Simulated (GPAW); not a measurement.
# SnO2 (Pnnm) in GPAW: single point with TB-mBJ

Aim: the single point of SnO2 with TB-mBJ.

Everything below comes from runs of GPAW 26.7.0. Logs are shortened: lines on timing, memory, paths and dates and some standing lists are left out, and cuts for length are marked. The log counts tension as positive stress, the text compression.

### Step 1. The structure

Symmetry: Pnnm, No. 58, orthorhombic system. The conventional cell has a = 4.788 Å, b = 4.867 Å, c = 3.241 Å, α = 90.00°, β = 90.00°, γ = 90.00°. Around Sn (site symmetry 2/m) lie 6 O at 2.09 to 2.10 Å. O (site symmetry m) has 3 Sn at 2.09 to 2.10 Å as nearest neighbours.

The cell is a database's computed one.

### Step 2. Single point, TB-mBJ

Input file run.py:

```python
from ase import Atoms
from ase.dft.bandgap import bandgap
from ase.io import write
from gpaw import GPAW, PW

atoms = Atoms(['Sn', 'Sn', 'O', 'O', 'O', 'O'],
              cell=[[4.788004, 0.0, 0.0],
                    [0.0, 4.866582, 0.0],
                    [0.0, 0.0, 3.240898]],
              scaled_positions=[[0.0, 0.0, 0.0],
                                [0.5, 0.5, 0.5],
                                [0.708145, 0.678958, 0.0],
                                [0.208145, 0.821042, 0.5],
                                [0.791855, 0.178958, 0.5],
                                [0.291855, 0.321042, 0.0]],
              pbc=True)

calc = GPAW(mode=PW(800),
            xc='TB09',
            kpts={'size': (4, 4, 6), 'gamma': True},
            occupations={'name': 'fermi-dirac', 'width': 0.05},
            nbands=43,
            convergence={'density': 1e-05, 'energy': 1e-05},
            eigensolver='cg',
            maxiter=150,
            txt='gpaw.txt')
atoms.calc = calc
energy = atoms.get_potential_energy()
calc.write('gs.gpw')
write('result.traj', atoms)
print('Fermi level:', round(calc.get_fermi_level(), 4), 'eV')
print(f'Gap: {bandgap(calc)[0]:.4f} eV, direct: {bandgap(calc, direct=True)[0]:.4f} eV')
```

Potentials or basis: GPAW PAW data sets for LDA (gpaw-data 1.2.1), pw.

Command:

```console
$ OMP_NUM_THREADS=1 python run.py
```

gpaw.txt:

```text
___ ___ ___ _ _ _
 |   |   |_  | | | |
 | | | | | . | | | |
 |__ |  _|___|_____|  26.7.0
 |___|_|

Input parameters:
  convergence: {density: 1e-05,
                energy: 1e-05}
  eigensolver: cg
  kpts: {gamma: True,
         size: (4, 4, 6)}
  maxiter: 150
  mode: {ecut: 800.0,
         name: pw}
  nbands: 43
  occupations: {name: fermi-dirac,
                width: 0.05}
  xc: TB09

System changes: positions, numbers, cell, pbc, initial_charges, initial_magmoms

Initialize ...

species:
  Sn:
    name:    Tin
    Z:       50.0
    valence: 14
    core:    36
    charge:  0.0  # [|e|]
    compensation charges:
      type: gauss
      rc: 0.38  # [Å]
      lmax: 2
    cutoffs:
      filter: 2.23  # [Å]
      core: 2.35  # [Å]
    projectors
    | kind |    occ | energy [eV] | rcut [Å] |
    |------|--------|-------------|----------|
    |   5s |  2.000 |     -10.799 |    1.201 |
    |   5p |  2.000 |      -3.869 |    1.270 |
    |   4d | 10.000 |     -25.910 |    1.185 |
    |    s |        |      16.413 |    1.201 |
    |    p |        |      23.342 |    1.270 |
    |    d |        |       1.302 |    1.185 |

    Using partial waves for Sn as LCAO basis

  O:
    name:    Oxygen
    Z:       8.0
    valence: 6
    core:    2
    charge:  0.0  # [|e|]
    compensation charges:
      type: gauss
      rc: 0.21  # [Å]
      lmax: 2
    cutoffs:
      filter: 1.17  # [Å]
      core: 0.83  # [Å]
    projectors
    | kind |    occ | energy [eV] | rcut [Å] |
    |------|--------|-------------|----------|
    |   2s |  2.000 |     -23.752 |    0.688 |
    |   2p |  4.000 |      -9.195 |    0.598 |
    |    s |        |       3.459 |    0.688 |
    |    p |        |      18.016 |    0.598 |
    |    d |        |       0.000 |    0.619 |

    Using partial waves for O as LCAO basis

Reference energy: -343842.805895  # eV

Spin-paired calculation

Convergence criteria:
 Maximum [total energy] change in last 3 cyles: 1e-05 eV / valence electron
 Maximum integral of absolute [dens]ity change: 1e-05 electrons / valence electron
 Maximum integral of absolute [eigenst]ate change: 4e-08 eV^2 / valence electron
 Maximum number of scf [iter]ations: 150
 (Square brackets indicate name in SCF output, whereas a 'c' in
 the SCF output indicates the quantity has converged.)

Symmetries present (total): 4

  ( 1  0  0)  ( 1  0  0)  (-1  0  0)  (-1  0  0)
  ( 0  1  0)  ( 0  1  0)  ( 0 -1  0)  ( 0 -1  0)
  ( 0  0  1)  ( 0  0 -1)  ( 0  0  1)  ( 0  0 -1)

96 k-points: 4 x 4 x 6 Monkhorst-Pack grid + [1/8,1/8,1/12]
40 k-points in the irreducible part of the Brillouin zone
       k-points in crystal coordinates                weights
   0:     0.00000000    0.00000000    0.00000000          1/96
   1:     0.00000000    0.00000000    0.16666667          2/96
   2:     0.00000000    0.00000000    0.33333333          2/96
   3:     0.00000000    0.00000000    0.50000000          1/96
   4:     0.00000000    0.25000000    0.00000000          2/96
   5:     0.00000000    0.25000000    0.16666667          4/96
   6:     0.00000000    0.25000000    0.33333333          4/96
   7:     0.00000000    0.25000000    0.50000000          2/96
   8:     0.00000000    0.50000000    0.00000000          1/96
   9:     0.00000000    0.50000000    0.16666667          2/96
          ...
  39:     0.50000000    0.50000000    0.50000000          1/96

Wave functions: Plane wave expansion
  Cutoff energy: 800.000 eV
  Number of coefficients (min, max): 3830, 3940
  Pulay-stress correction: 0.000000 eV/Ang^3 (de/decut=0.000000)
  Using FFTW library
  ScaLapack parameters: grid=1x1, blocksize=None
  Wavefunction extrapolation:
    Improved wavefunction reuse through dual PAW basis

Occupation numbers: Fermi-Dirac:
  width: 0.0500  # eV

Eigensolver
   CG(niter=4, rtol=3.0e-01)

Densities:
  Coarse grid: 32*32*24 grid
  Fine grid: 64*64*48 grid
  Total Charge: 0.000000

Density mixing:
  Method: separate
  Backend: msr1
  Linear mixing parameter: 0.05
  old densities: 10
  Width of damping distribution: 1.1
  Damping of long wavelength oscillations: 20

Hamiltonian:
  XC and Coulomb potentials evaluated on a 64*64*48 grid
  Using the TB09 Exchange-Correlation functional
  External potential:
    NoExternalPotential

XC parameters: TB09 with 2 nearest neighbor stencil

Number of atoms: 6
Number of atomic orbitals: 34
Number of bands in calculation: 43
Number of valence electrons: 52
Bands to converge: occupied

... initialized

Initializing position-dependent things.

Density initialized from atomic densities
Creating initial wave functions:
  34 bands from LCAO basis set
  9 bands from random numbers

    .-----------.
   /|           |
  / |           |
 *  | O  Sn     |
 |  .------O----.
 | /        O  /
 |/  O        /
 Sn----------*

Atomic positions and initial magnetic moments

Positions:
   0 Sn     0.000000    0.000000    0.000000    ( 0.0000,  0.0000,  0.0000)
   1 Sn     2.394002    2.433291    1.620449    ( 0.0000,  0.0000,  0.0000)
   2 O      3.390601    3.304205    0.000000    ( 0.0000,  0.0000,  0.0000)
   3 O      0.996599    3.995668    1.620449    ( 0.0000,  0.0000,  0.0000)
   4 O      3.791405    0.870914    1.620449    ( 0.0000,  0.0000,  0.0000)
   5 O      1.397403    1.562377    0.000000    ( 0.0000,  0.0000,  0.0000)

Unit cell:
           periodic     x           y           z      points  spacing
  1. axis:    yes    4.788004    0.000000    0.000000    32     0.1496
  2. axis:    yes    0.000000    4.866582    0.000000    32     0.1521
  3. axis:    yes    0.000000    0.000000    3.240898    24     0.1350

  Lengths:   4.788004   4.866582   3.240898
  Angles:   90.000000  90.000000  90.000000

Effective grid spacing dv^(1/3) = 0.1454

iter:   1  9491.931311
iter:   2  9506.771279   +1.64  -0.86
iter:   3  9509.802521   +0.87  -0.94
iter:   4  9514.569154   +0.32  -1.09
iter:   5  9531.232343   +0.05  -1.19
iter:   6  9536.097494   -0.29  -1.68
iter:   7  9543.624910   -0.92  -1.92
iter:   8  9539.656400   -1.02  -1.86
iter:   9  9540.782121   -1.23  -2.16
iter:  10  9538.599907   -1.95  -2.27
iter:  11  9539.418994   -1.89  -2.26
iter:  12  9540.514866   -1.98  -2.50
iter:  13  9541.140560   -2.29  -2.48
iter:  14  9540.933742   -2.46  -2.70
iter:  15  9540.922091   -2.30  -2.66
iter:  16  9540.919590   -3.29  -2.91
iter:  17  9541.009542   -3.77  -2.79
iter:  18  9541.169518   -3.57  -2.94
iter:  19  9541.300357   -3.85  -3.15
iter:  20  9541.278056   -4.73  -3.21
iter:  21  9541.468497   -4.06  -3.16
iter:  22  9541.395478   -3.97  -3.80
iter:  23  9541.350906   -3.94  -3.73
iter:  24  9541.398747   -4.73  -3.65
iter:  25  9541.402533   -5.29  -3.57
iter:  26  9541.370084   -5.66  -3.49
iter:  27  9541.516799   -4.67  -3.41
iter:  28  9541.579702   -4.41  -3.65
iter:  29  9541.720534   -4.40  -3.67
iter:  30  9541.684087   -4.60  -4.04
iter:  31  9541.736047   -5.05  -3.97
iter:  32  9541.692050   -5.44  -4.03
iter:  33  9541.708007   -5.48  -4.22
iter:  34  9541.699665   -6.14  -4.53
iter:  35  9541.702012   -6.67  -4.76
iter:  36  9541.702710   -7.15  -5.22c
iter:  37  9541.703989   -7.78c -5.98c
iter:  38  9541.703377   -8.04c -5.90c
iter:  39  9541.703849   -8.59c -5.93c
iter:  40  9541.703141   -9.09c -5.85c
iter:  41  9541.702731   -8.71c -5.95c
iter:  42  9541.702441   -8.92c -6.09c
iter:  43  9541.702448c  -9.31c -6.49c

Converged after 43 iterations.

Dipole moment: (-0.000000, -0.000000, -0.000000) |e|*Ang

Energy contributions relative to reference atoms: (reference = -343842.805895)

Kinetic:       +135.730984
Potential:     -110.003099
External:        +0.000000
XC:            +9518.090720
Entropy (-ST):   -0.000000
Local:           -2.116158
SIC:             +0.000000
--------------------------
Free energy:   +9541.702448
Extrapolated:  +9541.702448

Showing only first 2 kpts
 Kpt  Band  Eigenvalues  Occupancy
  0    24      5.40964    2.00000
  0    25      5.91656    2.00000
  0    26      8.46506    0.00000
  0    27     13.58563    0.00000

  1    24      5.42193    2.00000
  1    25      5.77024    2.00000
  1    26      9.74973    0.00000
  1    27     13.98955    0.00000

Fermi level: 7.12502

Gap: 2.548 eV
Transition (v -> c):
  (s=0, k=0, n=25, [0.00, 0.00, 0.00]) -> (s=0, k=0, n=26, [0.00, 0.00, 0.00])
No difference between direct/indirect transitions
Writing to gs.gpw (mode='')
```

Run time: 9.1 min. Hardware: 1 thread of Arm Neoverse V1, shared host; peak memory 0.45 GiB.

What came out:

```yaml
Band_gap_on_the_k_mesh: 2.55 eV, direct
```

Caveat: a model potential gives levels but no total energy; spin-orbit coupling is left out, which moves the levels of the heavy elements.
